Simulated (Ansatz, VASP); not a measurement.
**One calculation of WC, two programs**

```
W C
1.0
     2.44423    0.00000    0.00000
     0.00000    2.44423    0.00000
     0.00000    0.00000    2.44423
W C
1 1
Direct
  0.00000 0.00000 0.00000
  0.50000 0.50000 0.50000
```

Change from the starting cell: volume scaled by 0.72, LAPW.

Alike in both runs: task single point; functional PBE; k mesh 15 × 15 × 15; occupations fermi-dirac, width 0.08 eV; no spin polarisation.

```csv
,VASP,Ansatz
version,VASP 6.6.1,Ansatz 0.2.0
potentials or method,"VASP PAW PBE potentials, release 64 (W_sv, C), cutoff 520 eV","all-electron LAPW, scalar-relativistic"
```

Ansatz gave:

* pressure (GPa): 237.4

Problem. Estimate VASP's values.

Solution. Pressure (GPa): 245.0.

Ansatz ran all-electron here, so the differences hold the error of VASP's frozen core and of both bases.

Caveats: the cell as given lies far from equilibrium; so large a pressure means that the cell lies far from this level's equilibrium, or that cutoff or potentials fall short (VASP). The runs have no spin-orbit coupling, so splittings on W are missing.
